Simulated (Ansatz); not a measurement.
## Te: strain energy, fitted

Te, P3_121, a = 4.523 Å, c = 5.955 Å. Ansatz: PBE, PAW, 420 eV, Γ-centred 12×12×6 mesh on 3 atoms, Gaussian smearing 0.01 eV; no spin polarisation. Series: strain along c alone, the other axes held, atoms relaxed; x is the strain in per cent. y is the free energy over the unstrained cell, V0 = 35.164 Å³/atom.

| x (%) | y (meV/atom) |
| --- | --- |
| -4.5 | 14.12 |
| -3.0 | 6.13 |
| -1.5 | ? |
| 0.0 | 0.00 |
| 1.5 | 1.63 |
| 3.0 | 6.22 |
| 4.5 | 13.63 |

Task: Fit y = c2 x² + c3 x³ to the other rows, turn c2 into a modulus, and predict the missing energy.

Result: Least squares on the rows shown. y = 0.6856 x² − 0.002319 x³. In eV per unit strain² c2 is 6.856; this is C33 with relaxed ions (E = ½ C33 V0 ε²): 2 × 6.856 × 160.2 / (35.164) = 62 GPa. At x = -1.5 the fit asked for gives 1.55 meV/atom. The run gave 1.46 meV/atom, so the fit is 0.09 meV/atom too high, within twice the rms miss on the fitted rows (0.08 meV/atom).